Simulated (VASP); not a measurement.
# Ag (Fm-3m) in VASP: single point with PBE

Aim: the single point of Ag with PBE.

Everything below comes from runs of VASP 6.6.1. Logs are shortened: lines on timing, memory, paths and dates and some standing lists are left out, and cuts for length are marked.

## Step 1: The crystal as given

The structure is cubic, space group Fm-3m (No. 225). The conventional cell has a = 4.146 Å, b = 4.146 Å, c = 4.146 Å, α = 90.00°, β = 90.00°, γ = 90.00°. Ag (site symmetry m-3m) has 12 Ag at 2.93 Å as nearest neighbours.

## Step 2: Single point, PBE

Input file INCAR:

```
SYSTEM = Ag
ALGO = Normal ; EDIFF = 1E-6
ENCUT = 520 ; GGA = PE
ICORELEVEL = 1 ; ISIF = 2
ISMEAR = 1 ; LASPH = .True.
LCHARG = .False. ; LREAL = .False.
LWAVE = .False. ; NELM = 80
PREC = Accurate ; SIGMA = 0.1
```

Input file KPOINTS:

```
k-points
0
Gamma
  13 9 36
  0 0 0
```

Input file POSCAR:

```
Ag
1.0
    2.9314808700      0.0000000000      0.0000000000
    0.0000000000      4.1457400000      0.0000000000
    1.4657404300      2.0728700000      1.4657404300
Ag
1
Direct
    0.0000000000      0.0000000000      0.0000000000
```

Potentials or basis: VASP PAW PBE potentials, release 64 (Ag).

On the command line:

```console
$ cat potpaw_PBE.64/Ag/POTCAR > POTCAR
$ mpirun -np 1 vasp_std > vasp.out
```

OUTCAR:

```text
SYSTEM = Ag
   EDIFF = 1E-6
   ENCUT = 520
   GGA = PE
   ISIF = 2
   ISMEAR = 1
   LASPH = .True.
   LREAL = .False.
   NELM = 80
   PREC = Accurate

 ion  position               nearest neighbor table
   1  0.000  0.000  0.000-

  LATTYP: Found a face centered cubic cell.
 ALAT       =     4.1457400021

  Lattice vectors:

 A1 = (   1.4657404400,  -2.0728700000,  -1.4657404300)
 A2 = (   2.9314808700,   0.0000000000,   0.0000000000)
 A3 = (   1.4657404300,  -2.0728700000,   1.4657404300)

Analysis of symmetry for initial positions (statically):
=====================================================================
 Subroutine PRICEL returns:
 Original cell was already a primitive cell.

 Routine SETGRP: Setting up the symmetry group for a
 face centered cubic supercell.

 Subroutine GETGRP returns: Found 48 space group operations
 (whereof 48 operations were pure point group operations)
 out of a pool of 48 trial point group operations.

The static configuration has the point symmetry O_h .

Analysis of symmetry for dynamics (positions and initial velocities):
=====================================================================
 Subroutine PRICEL returns:
 Original cell was already a primitive cell.

 Routine SETGRP: Setting up the symmetry group for a
 face centered cubic supercell.

 Subroutine GETGRP returns: Found 48 space group operations
 (whereof 48 operations were pure point group operations)
 out of a pool of 48 trial point group operations.

The dynamic configuration has the point symmetry O_h .

 Subroutine INISYM returns: Found 48 space group operations
 (whereof 48 operations are pure point group operations),
 and found     1 'primitive' translations

----------------------------------------------------------------------------------------

                                     Primitive cell

  volume of cell :      17.8134

  direct lattice vectors                    reciprocal lattice vectors
     2.931480870  0.000000000  0.000000000     0.341124518  0.000000000 -0.341124518
     0.000000000  4.145740000  0.000000000     0.000000000  0.241211460 -0.341124520
     1.465740430  2.072870000  1.465740430     0.000000000  0.000000000  0.682249039

  length of vectors
     2.931480870  4.145740000  2.931480864     0.482422920  0.417790506  0.682249039

  position of ions in fractional coordinates (direct lattice)
     0.000000000  0.000000000  0.000000000

  ion indices of the primitive-cell ions
   primitive index   ion index
                 1           1

----------------------------------------------------------------------------------------

 KPOINTS: k-points

Automatic generation of k-mesh.
 Grid dimensions read from file:
 generate k-points for:   13    9   36

 Generating k-lattice:

  Cartesian coordinates                     Fractional coordinates (reciprocal lattice)
     0.026240348  0.000000000 -0.026240348     0.076923077  0.000000000  0.000000000
     0.000000000  0.026801273 -0.037902724     0.000000000  0.111111111  0.000000000
     0.000000000  0.000000000  0.018951362     0.000000000  0.000000000  0.027777778

  Length of vectors
     0.037109455  0.046421167  0.018951362

  Shift w.r.t. Gamma in fractional coordinates (k-lattice)
     0.000000000  0.000000000  0.000000000

 -----------------------------------------------------------------------------
|                                                                             |
|           W    W    AA    RRRRR   N    N  II  N    N   GGGG   !!!           |
|           W    W   A  A   R    R  NN   N  II  NN   N  G    G  !!!           |
|           W    W  A    A  R    R  N N  N  II  N N  N  G       !!!           |
|           W WW W  AAAAAA  RRRRR   N  N N  II  N  N N  G  GGG   !            |
|           WW  WW  A    A  R   R   N   NN  II  N   NN  G    G                |
|           W    W  A    A  R    R  N    N  II  N    N   GGGG   !!!           |
|                                                                             |
|     Your reciprocal lattice and k-lattice belong to different lattice       |
|     classes:                                                                |
|                                                                             |
|        The reciprocal lattice is body-centered cubic,                       |
|        whereas your k-lattice is simple monoclinic.                         |
|                                                                             |
|     Results are often still useful ...                                      |
|                                                                             |
 -----------------------------------------------------------------------------

 WARNING: IBZKPT: internal override: KBLOWUP is changed to .FALSE.
      ... skipping the blow-up phase ...

 Subroutine IBZKPT returns following result:
 ===========================================

 Found   1175 irreducible k-points:

 Following reciprocal coordinates:
            Coordinates               Weight
  0.000000  0.000000  0.000000      1.000000
  0.076923  0.000000  0.000000      2.000000
  0.153846  0.000000  0.000000      2.000000
  0.230769  0.000000  0.000000      2.000000
  0.307692  0.000000  0.000000      2.000000
  0.384615  0.000000  0.000000      2.000000
[... 16 lines left out ...]
  0.153846  0.222222 -0.000000      4.000000
  0.230769  0.222222  0.000000      4.000000
 [... further k-points ...]
   k-points           NKPTS =   1175   k-points in BZ     NKDIM =   1175   number of bands    NBANDS=      9
   number of dos      NEDOS =    301   number of ions     NIONS =      1
   total plane-waves  NPLWV =  18432
   dimension x,y,z NGX =    24 NGY =   32 NGZ =   24
   dimension x,y,z NGXF=    48 NGYF=   64 NGZF=   48
   ions per type =               1
   NGX,Y,Z   is equivalent  to a cutoff of  13.61, 12.83, 13.61 a.u.
   NGXF,Y,Z  is equivalent  to a cutoff of  27.22, 25.66, 27.22 a.u.
 SYSTEM =  Ag
   PREC   = accura    normal or accurate (medium, high low for compatibility)
   ISTART =      0    job   : 0-new  1-cont  2-samecut
   ICHARG =      2    charge: 1-file 2-atom 10-const
   ISPIN  =      1    spin polarized calculation?
   LNONCOLLINEAR =      F non collinear calculations
   LSORBIT =      F    spin-orbit coupling
   LASPH  =      T    aspherical Exc in radial PAW
   ENCUT  =  520.0 eV  38.22 Ry    6.18 a.u.   5.45  7.71  5.45*2*pi/ulx,y,z
   NELM   =     80;   NELMIN=  2; NELMDL= -5     # of ELM steps
   EDIFF  = 0.1E-05   stopping-criterion for ELM
   LREAL  =      F    real-space projection
[... 7 lines left out ...]
   TEBEG  =    0.0;   TEEND  =   0.0 temperature during run
   PSTRESS=    0.0 pullay stress
   NELECT =      11.0000    total number of electrons
   NUPDOWN=      -1.0000    fix difference up-down
   EMIN   =  10.00;   EMAX   =-10.00  energy-range for DOS
   EFERMI =   0.00;   METHOD = LEGACY
   ISMEAR =     1;   SIGMA  =   0.10  broadening in eV -4-tet -1-fermi 0-gaus
   EFERMI_NEDOS =   21; number of points for ismear=-14 and -15
   IALGO  =     38    algorithm
   IMIX   =      4    mixing-type and parameters
     AMIX     =   0.40;   BMIX     =  1.00
     AMIX_MAG =   1.60;   BMIX_MAG =  1.00
  volume/ion in A,a.u.               =      17.81       120.21
  Fermi-wavevector in a.u.,A,eV,Ry     =   1.394088  2.634445 26.442686  1.943483
  Thomas-Fermi vector in A             =   2.517671
   LORBIT       =      0    0 simple, 1 ext, 2 COOP (PROOUT), +10 PAW based schemes
   GGA     = PE    functional components
   LHFCALC =     F    Hartree Fock is set to
   AEXX    =    0.0000 exact exchange contribution
   IVDW    =     0    specifies the selected vdW correction
   LEPSILON=     F    determine dielectric tensor
   LRPA    =     F    only Hartree local field effects (RPA)
 non-spin polarized calculation
 Methfessel and Paxton  Order N= 1 SIGMA  =   0.10
  energy-cutoff  :      520.00
  volume of cell :       17.81
 maximum number of plane-waves:       531
 NGX is ok and might be reduce to    24
   NGX = 11   NGY = 15   NGZ = 11

 number of electron      11.0000001 magnetization

 Free energy of the ion-electron system (eV)
  ---------------------------------------------------
  ext. energy  EPLUGINS =         0.00000000
  ---------------------------------------------------
  free energy    TOTEN  =        -2.71764536 eV

  energy without entropy =       -2.71750644  energy(sigma->0) =       -2.71759905

 the core state eigenenergies are
   1-  1s -25314.3652  2s  -3718.0309  2p  -3333.5360  3s   -672.9146  3p   -546.6812
       3d   -347.7664  4s    -84.1087  4p    -47.5620

 E-fermi :   7.9021     XC(G=0): -11.9503

 val. band max:        7.8992770696   @ k =  -0.3846   0.4444   0.1389
 cond. band min:       7.9081127938   @ k =   0.1538  -0.1111   0.2778
 fundamental gap:      0.0088357242
 Fermi energy:         7.9020663754

 k-point     1 :       0.0000    0.0000    0.0000
  band No.  band energies     occupation
      1       0.3849      2.00000
      2       3.1829      2.00000
      3       3.1829      2.00000
      4       3.1829      2.00000
      5       4.1390      2.00000
      6       4.1390      2.00000
      7      23.7594      0.00000
      8      27.0787      0.00000
      9      27.0787      0.00000

 k-point     2 :       0.0769    0.0000    0.0000
  band No.  band energies     occupation
      1       0.6221      2.00000
      2       3.0942      2.00000
      3       3.2665      2.00000
      4       3.2665      2.00000
      5       4.0522      2.00000
      6       4.1775      2.00000
      7      23.8146      0.00000
      8      26.2319      0.00000
      9      26.4177      0.00000

 k-point     3 :       0.1538    0.0000    0.0000
  band No.  band energies     occupation
      1       1.2788      2.00000
      2       2.8553      2.00000
      3       3.5093      2.00000
      4       3.5093      2.00000
      5       3.8658      2.00000
      6       4.2852      2.00000
      7      23.9562      0.00000
      8      24.6928      0.00000
      9      24.6928      0.00000
[... 229 lines left out ...]
 k-point    23 :       0.1538    0.2222   -0.0000
  band No.  band energies     occupation
      1       2.1329      2.00000
      2       3.0847      2.00000
      3       3.3529      2.00000
      4       3.6231      2.00000
      5       4.7551      2.00000
      6       5.7415      2.00000
      7      16.2545      0.00000
      8      22.8370      0.00000
      9      22.9163      0.00000

 k-point    24 :       0.2308    0.2222    0.0000
  band No.  band energies     occupation
      1       2.1506      2.00000
      2       2.6998      2.00000
      3       3.6017      2.00000
      4       3.9112      2.00000
      5       4.9152      2.00000
      6       7.5757      2.00004
      7      14.9218      0.00000
      8      19.9374      0.00000
      9      21.2665      0.00000

 [... further k-points ...]
[... 5 lines left out ...]
  --------------------------------------------------------------------------------------
  -------------------------------------------------------------------------------------
  Total       -0.0007237     -0.0007237     -0.0007237     -0.0000000      0.0000000      0.0000000
  in kB       -0.0650905     -0.0650905     -0.0650905     -0.0000000      0.0000000      0.0000000
  external PRESSURE =      -0.0650905 kB  Pullay stress =       0.0000000 kB

 VOLUME and BASIS-vectors are now :
 -----------------------------------------------------------------------------
  energy-cutoff  :      520.00
  volume of cell :       17.81
      direct lattice vectors                 reciprocal lattice vectors
     2.931480870  0.000000000  0.000000000     0.341124518  0.000000000 -0.341124518
     0.000000000  4.145740000  0.000000000     0.000000000  0.241211460 -0.341124520
     1.465740430  2.072870000  1.465740430     0.000000000  0.000000000  0.682249039

 POSITION                                       TOTAL-FORCE (eV/Angst)
 -----------------------------------------------------------------------------------
      0.00000      0.00000      0.00000         0.000000      0.000000      0.000000
 -----------------------------------------------------------------------------------
    total drift:                                0.000000      0.000000     -0.000000

  FREE ENERGIE OF THE ION-ELECTRON SYSTEM (eV)
  ---------------------------------------------------
  free  energy   TOTEN  =        -2.7176453607 eV

  energy  without entropy=       -2.7175064384  energy(sigma->0) =       -2.71759905
```

It took 1.9 min on 1 thread of Intel Xeon Platinum 8259CL at 2.50GHz (Skylake/Cascade Lake), shared host; peak memory 0.35 GiB.

Results:

```yaml
Free_energy: -2.7176 eV
Pressure: 0.0 GPa
Band_gap_on_the_k_mesh: none (metal or under the smearing width)
```

Levels at points of the mesh, in eV from the Fermi level:
| k point | band 3 | band 4 | band 5 | band 6 | band 7 | band 8 | band 9 |
| --- | --- | --- | --- | --- | --- | --- | --- |
| (0.00, 0.00, 0.00) | -4.72 | -4.72 | -3.76 | -3.76 | 15.86 | 19.18 | 19.18 |
| (0.00, 0.00, 0.50) | -3.06 | -2.83 | -2.83 | 1.58 | 6.34 | 10.38 | 10.38 |

Core levels (eV, on the scale of the bands):
| atom | levels |
| --- | --- |
| 1 Ag | 1s -25314.4, 2s -3718.0, 2p -3333.5, 3s -672.9, 3p -546.7, 3d -347.8, 4s -84.1, 4p -47.6 |
